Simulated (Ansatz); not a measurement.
## Clamped-ion strain scan in Ge

Theory: DFT PBEsol, scalar-relativistic, plane waves, PAW (Ansatz). Settings: plane waves to 420 eV, k-mesh 20×20×20 (Γ-centred), Gaussian smearing 0.15 eV. No spin polarisation. Energies are free energies at this smearing, counted from the undisturbed cell; pressure is positive in compression.

The undisturbed cell (as given, not relaxed at this level; it stands at -2.5 GPa; this form isn't the usual structure):

```
Ge
1.0
    -2.49590    2.65086    1.43695
     2.49590   -2.65086    1.43695
     2.49590    2.65086   -1.43695
Ge
2
Direct
  0.18594 0.93594 0.25000
  0.81406 0.06406 0.75000
```

The cell is strained by ε times the Voigt pattern (0, 0, 0, 1, 0, 0) (xx, yy, zz, yz, xz, xy; engineering shear) with fractional coordinates fixed. The cell is metallic on the mesh throughout.

| ε | ΔE (meV/atom) | stress summed along the pattern (GPa, tension positive) | pressure (GPa) |
| --- | --- | --- | --- |
| -0.1500 | 44.7 | -4.17 | -1.5 |
| -0.0750 | 12.8 | -2.84 | -2.3 |
| 0.0000 | 0.0 | 0.00 | -2.5 |
| 0.0375 | 3.3 | 1.52 | -2.5 |
| 0.1125 | 27.2 | 3.76 | -1.9 |
| 0.1312 | ? | ? | -1.7 |

By symmetry 0.1500 repeats -0.1500, -0.1125 repeats 0.1125, 0.0750 repeats -0.0750, -0.0375 repeats 0.0375 in energy; the slope of the energy along the path changes sign there.

(1) Give the withheld values.

## Answers

(1) ΔE (meV/atom) at ε = 0.1312: 35.7; stress summed along the pattern (GPa, tension positive) at ε = 0.1312: 4.05.